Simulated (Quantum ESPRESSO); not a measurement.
# Al2Au (Fm-3m) in Quantum ESPRESSO: equation of state

How stiff is Al2Au in PBE, and what volume does it want? The cell is scaled to several volumes.

Everything below comes from runs of Quantum ESPRESSO 7.5. Logs are shortened: lines on timing, memory, paths and dates and some standing lists are left out, and cuts for length are marked.

**1. The crystal as given**

Symmetry: Fm-3m, No. 225, cubic system. The conventional cell has a = 6.000 Å, b = 6.000 Å, c = 6.000 Å, α = 90.00°, β = 90.00°, γ = 90.00°. Around Au (site symmetry m-3m) lie 8 Al at 2.60 Å. Al (site symmetry -43m) is surrounded by 4 Au at 2.60 Å.

**2. Single point, PBE, 16.92 Å³/atom**

pw.in

```
&CONTROL
  calculation = 'scf'
  prefix = 'pwscf'
  outdir = './tmp'
  pseudo_dir = './pseudo'
  tprnfor = .true.
  tstress = .true.
  disk_io = 'nowf'
/
&SYSTEM
  ibrav = 0
  nat = 3
  ntyp = 2
  ecutwfc = 60
  ecutrho = 440
  nbnd = 19
  occupations = 'smearing'
  smearing = 'fd'
  degauss = 0.00367493
/
&ELECTRONS
  conv_thr = 6d-10
  electron_maxstep = 120
  mixing_beta = 0.5
/
ATOMIC_SPECIES
Au   196.9666 Au_ONCV_PBE-1.0.oncvpsp.upf
Al    26.9815 Al.pbe-n-kjpaw_psl.1.0.0.UPF
CELL_PARAMETERS angstrom
   0.0000000000    2.9387583261    2.9387583261
   2.9387583261    0.0000000000    2.9387583261
   2.9387583261    2.9387583261    0.0000000000
ATOMIC_POSITIONS crystal
Au     0.0000000000    0.0000000000    0.0000000000
Al     0.7500000000    0.7500000000    0.7500000000
Al     0.2500000000    0.2500000000    0.2500000000
K_POINTS automatic
8 8 8 0 0 0
```

Potentials or basis: SSSP 1.3 efficiency PBE.

The run is started by

```
$ OMP_NUM_THREADS=1 pw.x -in pw.in > pw.out
```

pw.out:

```text
This program is part of the open-source Quantum ESPRESSO suite
     for quantum simulation of materials; please cite
         "P. Giannozzi et al., J. Phys.:Condens. Matter 21 395502 (2009);
         "P. Giannozzi et al., J. Phys.:Condens. Matter 29 465901 (2017);
         "P. Giannozzi et al., J. Chem. Phys. 152 154105 (2020);
     in publications or presentations arising from this work. More details at

     file Al.pbe-n-kjpaw_psl.1.0.0.UPF: wavefunction(s)  3S 3P renormalized
     Message from routine setup:
     using ibrav=0 with symmetry is DISCOURAGED, use correct ibrav instead

     G-vector sticks info
     --------------------
     sticks:   dense  smooth     PW     G-vecs:    dense   smooth      PW
     Sum        1879    1027    313                53377    21595    3527

     Using Slab Decomposition

     bravais-lattice index     =            0
     lattice parameter (alat)  =       7.8538  a.u.
     unit-cell volume          =     342.5455 (a.u.)^3
     number of atoms/cell      =            3
     number of atomic types    =            2
     number of electrons       =        25.00
     number of Kohn-Sham states=           19
     kinetic-energy cutoff     =      60.0000  Ry
     charge density cutoff     =     440.0000  Ry
     scf convergence threshold =      6.0E-10
     mixing beta               =       0.5000
     number of iterations used =            8  plain     mixing
     Exchange-correlation= SLA  PW   PBX  PBC
                           (   1   4   3   4   0   0   0)

     celldm(1)=   7.853762  celldm(2)=   0.000000  celldm(3)=   0.000000
     celldm(4)=   0.000000  celldm(5)=   0.000000  celldm(6)=   0.000000

     crystal axes: (cart. coord. in units of alat)
               a(1) = (   0.000000   0.707107   0.707107 )
               a(2) = (   0.707107   0.000000   0.707107 )
               a(3) = (   0.707107   0.707107   0.000000 )

     reciprocal axes: (cart. coord. in units 2 pi/alat)
               b(1) = ( -0.707107  0.707107  0.707107 )
               b(2) = (  0.707107 -0.707107  0.707107 )
               b(3) = (  0.707107  0.707107 -0.707107 )

     PseudoPot. # 1 for Au read from file:
     Au_ONCV_PBE-1.0.oncvpsp.upf
     Pseudo is Norm-conserving, Zval = 19.0
     Generated using ONCVPSP code by D. R. Hamann
     Using radial grid of 1278 points,  8 beta functions with:
                l(1) =   0
                l(2) =   0
                l(3) =   1
                l(4) =   1
                l(5) =   2
                l(6) =   2
                l(7) =   3
                l(8) =   3

     PseudoPot. # 2 for Al read from file:
     Al.pbe-n-kjpaw_psl.1.0.0.UPF
     Pseudo is Projector augmented-wave + core cor, Zval =  3.0
     Generated using "atomic" code by A. Dal Corso  v.5.1
     Shape of augmentation charge: PSQ
     Using radial grid of 1135 points,  6 beta functions with:
                l(1) =   0
                l(2) =   0
                l(3) =   1
                l(4) =   1
                l(5) =   2
                l(6) =   2
     Q(r) pseudized with 0 coefficients

     atomic species   valence    mass     pseudopotential
     Au               19.00   196.96660     Au( 1.00)
     Al                3.00    26.98150     Al( 1.00)

     48 Sym. Ops., with inversion, found

   Cartesian axes

     site n.     atom                  positions (alat units)
         1        Au     tau(   1) = (   0.0000000   0.0000000   0.0000000  )
         2        Al     tau(   2) = (   1.0606602   1.0606602   1.0606602  )
         3        Al     tau(   3) = (   0.3535534   0.3535534   0.3535534  )

     number of k points=    29  Fermi-Dirac smearing, width (Ry)=  0.0037
                       cart. coord. in units 2pi/alat
        k(    1) = (   0.0000000   0.0000000   0.0000000), wk =   0.0039062
        k(    2) = (   0.0883883   0.0883883  -0.0883883), wk =   0.0312500
        k(    3) = (   0.1767767   0.1767767  -0.1767767), wk =   0.0312500
        k(    4) = (   0.2651650   0.2651650  -0.2651650), wk =   0.0312500
        k(    5) = (  -0.3535534  -0.3535534   0.3535534), wk =   0.0156250
        k(    6) = (   0.1767767   0.0000000   0.0000000), wk =   0.0234375
[... 21 lines left out ...]
        k(   28) = (  -0.7071068   0.1767767  -0.0000000), wk =   0.0468750
        k(   29) = (  -0.7071068   0.3535534   0.0000000), wk =   0.0234375

     Dense  grid:    53377 G-vectors     FFT dimensions: (  54,  54,  54)

     Smooth grid:    21595 G-vectors     FFT dimensions: (  40,  40,  40)

     Initial potential from superposition of free atoms

     starting charge      24.9953, renormalised to      25.0000
     Starting wfcs are   18 randomized atomic wfcs +    1 random wfcs

     Self-consistent Calculation

     iteration #  1     ecut=    60.00 Ry     beta= 0.50
     Davidson diagonalization with overlap
     ethr =  1.00E-02,  avg # of iterations =  4.8

     Threshold (ethr) on eigenvalues was too large:
     Diagonalizing with lowered threshold

     Davidson diagonalization with overlap
     ethr =  1.54E-04,  avg # of iterations =  3.4

     total energy              =    -353.75944373 Ry
     estimated scf accuracy    <       0.04079355 Ry

     iteration #  2     ecut=    60.00 Ry     beta= 0.50
     Davidson diagonalization with overlap
     ethr =  1.63E-04,  avg # of iterations =  2.0
[... 36 lines left out ...]
     total energy              =    -353.76311312 Ry
     estimated scf accuracy    <          5.9E-09 Ry

     iteration #  8     ecut=    60.00 Ry     beta= 0.50
     Davidson diagonalization with overlap
     ethr =  2.37E-11,  avg # of iterations =  2.4

     End of self-consistent calculation

          k = 0.0000 0.0000 0.0000 (  2733 PWs)   bands (ev):

   -95.3585 -46.6746 -46.6746 -46.6746   1.1707   5.2449   5.2449   5.2449
     6.2719   6.2719  14.8833  15.1642  15.1642  15.1642  16.3948  16.3948
    16.3948  18.1222  18.1222

          k = 0.0884 0.0884-0.0884 (  2698 PWs)   bands (ev):

   -95.3585 -46.6748 -46.6746 -46.6746   1.3853   5.1804   5.2995   5.2995
     6.2612   6.2612  12.8082  14.5136  14.5136  15.0673  17.0904  17.0904
    17.6658  17.6658  17.7283
[... 13 lines left out ...]
          k =-0.3536-0.3536 0.3536 (  2692 PWs)   bands (ev):

   -95.3585 -46.6761 -46.6748 -46.6748   3.2978   5.4543   5.5014   5.5014
     6.4145   6.4145   6.5080  12.5136  12.5136  15.5967  16.2109  16.2109
    16.3062  21.2543  21.2543

          k = 0.1768 0.0000 0.0000 (  2701 PWs)   bands (ev):

   -95.3585 -46.6748 -46.6746 -46.6746   1.4585   5.1305   5.3366   5.3366
     6.1850   6.3208  13.5227  13.5227  13.8132  14.4929  16.4837  17.3188
    18.3062  18.4581  18.4581

          k = 0.2652 0.0884-0.0884 (  2690 PWs)   bands (ev):

   -95.3585 -46.6752 -46.6747 -46.6747   1.9457   5.0061   5.4501   5.4535
     6.1262   6.3656  10.9939  12.6570  13.2011  14.9315  16.2242  17.4747
    18.0172  18.2759  19.6448
[... 19 lines left out ...]
          k =-0.0884-0.2652 0.2652 (  2682 PWs)   bands (ev):

   -95.3585 -46.6755 -46.6749 -46.6747   2.4524   4.9709   5.4852   5.5160
     6.1776   6.3929   9.3646  11.4739  13.5714  15.6834  16.4522  16.5273
    18.3395  18.3893  18.7956

          k = 0.0000-0.1768 0.1768 (  2705 PWs)   bands (ev):

   -95.3585 -46.6751 -46.6747 -46.6746   1.7359   5.0792   5.3806   5.3924
     6.1881   6.3188  11.7055  12.2585  14.7008  15.7731  16.5245  16.6072
    17.2784  17.6416  18.7824

          k = 0.3536 0.0000 0.0000 (  2682 PWs)   bands (ev):

   -95.3585 -46.6754 -46.6748 -46.6748   2.3052   4.8686   5.5975   5.5975
     5.9708   6.4419  11.2052  11.7433  11.7433  14.0901  15.0965  19.2074
    19.3827  19.3827  20.2669

          k = 0.4419 0.0884-0.0884 (  2693 PWs)   bands (ev):

   -95.3585 -46.6757 -46.6750 -46.6749   3.0223   4.7570   5.6335   5.7424
     6.0545   6.4972   9.2225  10.9534  11.1491  14.3030  15.4018  18.7314
    19.3669  19.8337  21.5714
[... 7 lines left out ...]
          k =-0.0884-0.4419 0.4419 (  2686 PWs)   bands (ev):

   -95.3585 -46.6758 -46.6754 -46.6749   3.9340   4.9741   5.5893   5.8098
     6.2226   6.2894   7.5458   9.3429  11.6148  14.5729  17.4567  18.2123
    18.7704  20.4259  20.5198

          k = 0.0000-0.3536 0.3536 (  2676 PWs)   bands (ev):

   -95.3585 -46.6757 -46.6752 -46.6748   3.2292   4.8886   5.5374   5.7036
     6.1501   6.4188   8.7494   9.5197  12.5827  15.0133  17.0735  17.7956
    18.3997  18.9453  20.7443

          k = 0.5303-0.0000 0.0000 (  2674 PWs)   bands (ev):

   -95.3585 -46.6759 -46.6751 -46.6751   3.6260   4.6244   5.7614   5.9464
     5.9464   6.5676   8.5759  10.4397  10.4397  13.8918  14.4884  19.9777
    20.8463  20.8463  21.5175

          k =-0.0884-0.6187 0.6187 (  2689 PWs)   bands (ev):

   -95.3585 -46.6760 -46.6752 -46.6751   4.3860   4.6134   5.5117   6.0470
     6.3813   6.5492   7.3770   9.5945  10.2617  14.0827  15.0414  19.2136
    20.9350  22.1375  22.1527

          k = 0.0000-0.5303 0.5303 (  2686 PWs)   bands (ev):

   -95.3585 -46.6759 -46.6755 -46.6750   4.4459   5.1004   5.2461   6.0139
     6.3530   6.3856   7.4213   8.6770  10.7242  14.2482  16.7340  18.3639
    20.3805  20.6711  23.0596

          k =-0.7071 0.0000 0.0000 (  2698 PWs)   bands (ev):

   -95.3585 -46.6762 -46.6751 -46.6751   4.5277   4.7082   5.7420   6.1365
     6.1365   6.6211   6.9638   9.9247   9.9247  13.8356  14.3254  19.8544
    22.5415  22.5415  22.8219

          k = 0.3536 0.1768 0.0000 (  2690 PWs)   bands (ev):

   -95.3585 -46.6755 -46.6750 -46.6748   2.5474   4.8834   5.5353   5.6073
     6.0873   6.4350   9.9243  10.8231  12.6114  15.2904  15.9409  17.2791
    18.3445  19.7619  19.8622

          k =-0.2652-0.4419 0.6187 (  2686 PWs)   bands (ev):

   -95.3585 -46.6758 -46.6752 -46.6749   3.3877   4.8576   5.5397   5.7333
     6.2440   6.4332   8.1061  10.1694  11.7398  15.3511  16.4143  17.4470
    18.8555  19.5121  21.0342
[... 13 lines left out ...]
          k =-0.0884-0.4419 0.6187 (  2685 PWs)   bands (ev):

   -95.3585 -46.6758 -46.6754 -46.6751   4.4238   4.8392   5.4219   6.0157
     6.1294   6.5913   7.5266   8.8902  10.3919  15.1596  16.8970  17.4061
    19.4150  20.9034  22.1417

          k = 0.0000-0.3536 0.5303 (  2689 PWs)   bands (ev):

   -95.3585 -46.6757 -46.6755 -46.6750   4.1704   4.8498   5.5441   5.9517
     6.0712   6.3986   8.2053   8.4821  10.8991  15.4995  16.7437  17.8447
    19.0004  20.0638  22.2012

          k =-0.7071 0.1768-0.0000 (  2686 PWs)   bands (ev):

   -95.3585 -46.6760 -46.6753 -46.6751   4.5974   4.9376   5.2433   6.1367
     6.3520   6.8055   6.8909   9.2477   9.9124  14.7238  15.2727  18.6443
    20.5783  22.1254  22.9093

          k =-0.7071 0.3536 0.0000 (  2720 PWs)   bands (ev):

   -95.3585 -46.6756 -46.6756 -46.6751   4.8238   4.8238   5.5045   5.6429
     6.1368   6.7706   8.0302   8.0302   9.9023  16.5731  16.5731  17.5777
    17.6108  21.9070  24.1711

     the Fermi energy is    12.2229 ev

!    total energy              =    -353.76311312 Ry
     estimated scf accuracy    <          5.5E-10 Ry
     smearing contrib. (-TS)   =      -0.00044859 Ry
     internal energy E=F+TS    =    -353.76266453 Ry

     The total energy is F=E-TS. E is the sum of the following terms:
     one-electron contribution =    -169.93043687 Ry
     hartree contribution      =      90.85056193 Ry
     xc contribution           =     -30.64052088 Ry
     ewald contribution        =    -174.67699215 Ry
     one-center paw contrib.   =     -69.36527656 Ry

     convergence has been achieved in   8 iterations

     Forces acting on atoms (cartesian axes, Ry/au):

     atom    1 type  1   force =    -0.00000000    0.00000000   -0.00000000
     atom    2 type  2   force =     0.00000000   -0.00000000   -0.00000000
     atom    3 type  2   force =    -0.00000000    0.00000000    0.00000000

     Total force =     0.000000     Total SCF correction =     0.000000

     Computing stress (Cartesian axis) and pressure

          total   stress  (Ry/bohr**3)                   (kbar)     P=      116.82
   0.00079413   0.00000000  -0.00000000          116.82        0.00       -0.00
   0.00000000   0.00079413  -0.00000000            0.00      116.82       -0.00
  -0.00000000  -0.00000000   0.00079413           -0.00       -0.00      116.82

=------------------------------------------------------------------------------=
   JOB DONE.
=------------------------------------------------------------------------------=
```

It took 28 s on 1 thread of Arm Neoverse V2, shared host; peak memory 0.27 GiB.

Results:

| Quantity | Value |
| --- | --- |
| Free energy | -4813.1924 eV |
| Pressure | 11.7 GPa |
| Band gap on the k mesh | none (metal or under the smearing width) |

[end of part 1 of 2]
